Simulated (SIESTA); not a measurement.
**Ta in SIESTA: the effect of pseudo set**

Ta:

```
Ta
1.0
    -1.65128    1.65128    1.65128
     1.65128   -1.65128    1.65128
     1.65128    1.65128   -1.65128
Ta
1
Direct
  0.00000 0.00000 0.00000
```

Alike in all runs:

```yaml
Program: SIESTA 5.4.2
Task: single point
Functional: PBE
Basis: DZP (energy shift 0.003 Ry; two zetas on semicore shells)
Grid_cutoff: 800 Ry
Energy_shift: 0.003 Ry
k_mesh: 11 × 11 × 11
Occupations: fermi-dirac, width 0.05 eV
Spin: no spin polarisation
```

```tsv
pseudo set	pressure (GPa)
PseudoDojo 0.4 standard	3.3
PseudoDojo 0.4 stringent	1.0
PseudoDojo 0.5 standard	3.3
SG15 1.2	-7.1
SPMS 1.0	?
Ansatz NC	3.1
```

**Question.** What does the run with pseudo set SPMS 1.0 give?

**Answer.** Pressure 2.0 GPa.

Caveats: the basis of atomic orbitals isn't converged, which shifts pressures, moduli and gaps; short orbitals over semicore shells can move pressures by several GPa (some runs).

The runs don't all hold the same shells in valence.
